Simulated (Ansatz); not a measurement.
A surface is cut from this relaxed crystal of Sc₂Al:

```
Sc Al
1.0
     4.85090    0.00000    0.00000
    -2.42545    4.20100    0.00000
     0.00000    0.00000    6.08545
Sc Al
4 2
Direct
  0.00000 0.00000 0.00000
  0.00000 0.00000 0.50000
  0.33333 0.66667 0.75000
  0.66667 0.33333 0.25000
  0.33333 0.66667 0.25000
  0.66667 0.33333 0.75000
```

Miller indices refer to the conventional cell of P6_3/mmc (No. 194), a = 4.851 Å, b = 4.851 Å, c = 6.085 Å, α = 90.00°, β = 90.00°, γ = 120.00°.

The (001) slab of 8 planes, 10.6 Å thick with 15 Å of vacuum as cut; outer planes Sc (top) and ScAl (bottom).

Level of theory: DFT PBEsol, scalar-relativistic, plane waves, PAW (Ansatz). Plane waves to 420 eV, a k mesh through Γ of 9×9×1 on the computed 12-atom cell and Gaussian smearing (0.10 eV); no spin polarisation. The cell repeats along c with a dipole correction in the vacuum.

With the atoms at the bulk's places:

* Surface energy (mean of both faces): 1.65 J/m²
* Work function: 2.88 eV (top), 3.93 eV (bottom)
* Dipole of the slab along +c, per cell: 0.12 e·Å

**Question.** What changes when all atoms relax within this surface cell and its symmetry?

**Answer.** The energy falls by 0.081 J/m² a face, and the largest move is 0.23 Å.

| Property | Result |
| --- | --- |
| Surface energy (mean of both faces) | 1.57 J/m² |
| Work function | 2.75 eV (top), 3.65 eV (bottom) |
| Dipole of the slab along +c, per cell | 0.10 e·Å |

```json
{"plane (bottom to top)": "1", "atoms": "ScAl", "spacing to next, bulk (Å)": "1.521", "relaxed (Å)": "1.316", "change (%)": "-13.5", "rumpling (Å)": "0.263"}
{"plane (bottom to top)": "2", "atoms": "Sc", "spacing to next, bulk (Å)": "1.521", "relaxed (Å)": "1.620", "change (%)": "+6.5", "rumpling (Å)": "0.000"}
{"plane (bottom to top)": "3", "atoms": "ScAl", "spacing to next, bulk (Å)": "1.521", "relaxed (Å)": "1.538", "change (%)": "+1.1", "rumpling (Å)": "0.088"}
{"plane (bottom to top)": "4", "atoms": "Sc", "spacing to next, bulk (Å)": "1.521", "relaxed (Å)": "1.480", "change (%)": "-2.7", "rumpling (Å)": "0.000"}
{"plane (bottom to top)": "5", "atoms": "ScAl", "spacing to next, bulk (Å)": "1.521", "relaxed (Å)": "1.570", "change (%)": "+3.2", "rumpling (Å)": "0.021"}
{"plane (bottom to top)": "6", "atoms": "Sc", "spacing to next, bulk (Å)": "1.521", "relaxed (Å)": "1.508", "change (%)": "-0.9", "rumpling (Å)": "0.000"}
{"plane (bottom to top)": "7", "atoms": "ScAl", "spacing to next, bulk (Å)": "1.521", "relaxed (Å)": "1.483", "change (%)": "-2.5", "rumpling (Å)": "0.298"}
{"plane (bottom to top)": "8", "atoms": "Sc", "spacing to next, bulk (Å)": "", "relaxed (Å)": "", "change (%)": "", "rumpling (Å)": "0.000"}
```